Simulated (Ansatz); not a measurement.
Input:

InCuS₂:
```
CELL_PARAMETERS angstrom
     -2.76096     2.76096     5.56520
      2.76096    -2.76096     5.56520
      2.76096     2.76096    -5.56520
ATOMIC_POSITIONS crystal
  Cu 0.00000 0.00000 0.00000
  Cu 0.75000 0.25000 0.50000
  In 0.50000 0.50000 0.00000
  In 0.25000 0.75000 0.50000
  S  0.37500 0.34666 0.47166
  S  0.65334 0.12500 0.02834
  S  0.87500 0.90334 0.52834
  S  0.09666 0.62500 0.97166
```

This is the r²SCAN-relaxed structure. x, y and z are the axes in which the lattice vectors are written.

Problem. All from the program Ansatz at the r²SCAN level (PAW), unless another level is named. Predict the bulk modulus (Birch–Murnaghan fit).

Solution. 73.5 GPa.

Problem. Predict the piezoelectric stress constants (proper, relaxed ions, C/m²).

Solution. e14 = e25 = 0.21, e36 = 0.31.

Space group I-42d (chalcopyrite). The cell was relaxed with r²SCAN under the symmetry of its start. The run is not spin-polarised. Signs of piezoelectric constants follow the polarity of the cell as given.

Potentials: the later of the program's two PAW sets.
